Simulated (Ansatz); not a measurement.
**Worked sum: formation energy of GeO2 (quartz type, P3₂21) from the elements**

This concerns the formation energy of GeO2 (quartz type, P3₂21) from the elements. Reaction: Ge (diamond) + O2 (gas) → GeO2 (quartz type). Negative: the products are lower in energy. The value is per atom of the solid.

GeO2 (quartz type, P3₂21), 9 atoms in the cell. Conventional cell: a = 5.090 Å, b = 5.090 Å, c = 5.769 Å, α = 90.00°, β = 90.00°, γ = 120.00°.

Method: Ansatz (a first-principles code), PAW, neutral cells at 0 K with nuclei at rest, on structures from PBE. Ansatz runs with its default PAW set. Other levels take these structures. The lattices are those relaxed with PBE, so at other levels the solids can be strained, which adds to the spread. A dispersion term (D3(BJ), or D4 for r2SCAN) was computed beside these levels and is taken off wherever the name lacks it.

Total energies of the cells in eV, at zero smearing width. They compare only within one column; the weights balance every element.

| cell | atoms | weight | PBE | PBEsol |
|---|---|---|---|---|
| GeO2 (quartz type) | 9 | +1 | -16289.03744 | -16125.07188 |
| Ge (diamond) | 2 | −3/2 | -8589.96473 | -8506.97249 |
| O2 (gas) | 2 | −3 | -1129.93688 | -1116.56354 |

PBE: (-16289.03744) − 3/2 × (-8589.96473) − 3 × (-1129.93688) = -14.280 eV; dividing by 9 atoms gives -1.59 eV/atom.

PBEsol: (-16125.07188) − 3/2 × (-8506.97249) − 3 × (-1116.56354) = -14.923 eV; dividing by 9 atoms gives -1.66 eV/atom.

What follows from the PBE value: A formula unit of GeO2 has 3 atoms, so it forms with -1.5866 × 3 = -4.760 eV, or -459.3 kJ/mol at 96.485 kJ/mol per eV.
